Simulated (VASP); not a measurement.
A run of VASP 6.6.1 is set up as follows.

File INCAR:

```
SYSTEM = BaTiO3
PREC     = Accurate       ! precision mode
ENCUT    = 700            ! plane-wave cutoff, eV
EDIFF    = 1E-7           ! SCF threshold, eV
ISMEAR   = 0              ! smearing method
SIGMA    = 0.02           ! smearing width, eV
LREAL    = .False.        ! projectors in reciprocal space
LASPH    = .True.         ! aspherical terms in the spheres
NELM     = 60             ! most SCF steps
ALGO     = Normal         ! electronic algorithm
ISIF     = 2              ! what is computed and relaxed
LWAVE    = .False.        ! write WAVECAR
LCHARG   = .False.        ! write CHGCAR
GGA      = PS             ! functional
```

The input KPOINTS:

```
Automatic mesh
0
Gamma
  8 8 8
  0 0 0
```

File POSCAR:

```
BaTiO3
1.0
    3.9665800000      0.0000000000      0.0000000000
    0.0000000000      3.9665800000      0.0000000000
    0.0000000000      0.0000000000      4.0656500000
Ba Ti O
1 1 3
Direct
    0.5000000000      0.5000000000      0.5821900000
    0.0000000000      0.0000000000      0.0986100000
    0.0000000000      0.5000000000      0.0638500000
    0.5000000000      0.0000000000      0.0638500000
    0.0000000000      1.0000000000      0.5515000000
```

Potentials or basis: VASP PAW PBE potentials, release 64 (Ba_sv, Ti_sv, O).

Launch:

```console
$ cat potpaw_PBE.64/Ba_sv/POTCAR potpaw_PBE.64/Ti_sv/POTCAR potpaw_PBE.64/O/POTCAR > POTCAR
$ mpirun -np 1 vasp_std > vasp.out
```

(1) Predict the pressure.

(2) What does it give for the largest force?

## Answers

(1) 0.0 GPa.

(2) 0.008 eV/Å.

Caveat: the PAW data sets were made with another functional, which shifts forces and pressure a little.
